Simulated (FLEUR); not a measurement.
Si2Ni: equation of state with PBEsol

Si2Ni:

```xyz
3
Lattice="0.0000 2.7030 2.7030 2.7030 0.0000 2.7030 2.7030 2.7030 0.0000" Properties=species:S:1:pos:R:3 pbc="T T T"
Ni    0.0000    0.0000    0.0000
Si    4.0545    4.0545    4.0545
Si    1.3515    1.3515    1.3515
```

```json
{
  "Program": "FLEUR MaX-R8.1 (later development tree)",
  "Task": "equation of state",
  "Functional": "PBEsol",
  "Potentials or basis": "all-electron",
  "Basis": "FLAPW",
  "Kmax": "5.27 1/bohr",
  "k mesh": "9 × 9 × 9",
  "Occupations": "fermi-dirac, width 0.05 eV",
  "Spin": "collinear spin, program default start",
  "Gmax": "16.3 1/bohr",
  "Muffin-tin radii": "Ni 2.11, Si 1.86 bohr",
  "lmax": "Ni 9, Si 8",
  "lnonsphr": "Ni 9, Si 8",
  "Local orbitals a species": "Ni 5, Si 4"
}
```

```yaml
Equilibrium_volume: 13.09 Å³/atom
Bulk_modulus: 155 GPa
Pressure_derivative_of_the_bulk_modulus: 3.8
```

Energy against volume, from the lowest point:
```tsv
volume (Å³/atom)	energy (meV/atom)
12.376	20.25
12.639	7.65
12.902	1.08
13.166	0.00
13.429	3.91
13.692	12.35
13.956	24.90
```
